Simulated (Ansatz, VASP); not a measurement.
## Ag: VASP beside Ansatz

```
Ag
1.0
     2.93425    0.00000    0.00000
    -1.46712    2.54114    0.00000
     0.00000    0.00000    4.79959
Ag
2
Direct
  0.00000 0.00000 0.00000
  0.33333 0.66667 0.50000
```

Alike in both runs: functional PBE; k mesh 18 × 18 × 10; occupations gaussian, width 0.1 eV; no spin polarisation.

Ansatz relaxed the structure, and its values are those at the end. VASP's run is a single point on that final structure, the one shown.

```csv
,VASP,Ansatz
version,VASP 6.6.1,Ansatz 0.2.0
potentials or method,"VASP PAW PBE potentials, release 64 (Ag)","scalar-relativistic, plane waves, PAW"
plane-wave cutoff (eV),520,420
valence electrons in the cell,22,38
```

```tsv
	VASP	Ansatz	Ansatz less VASP
gap on the k mesh at the Fermi level (eV)	none	none	-
pressure (GPa)	-0.1	0.0	+0.03
```

A gap of «none» marks a metal or a gap that the smearing closes. The two sets of potentials don't hold the same shells in valence.
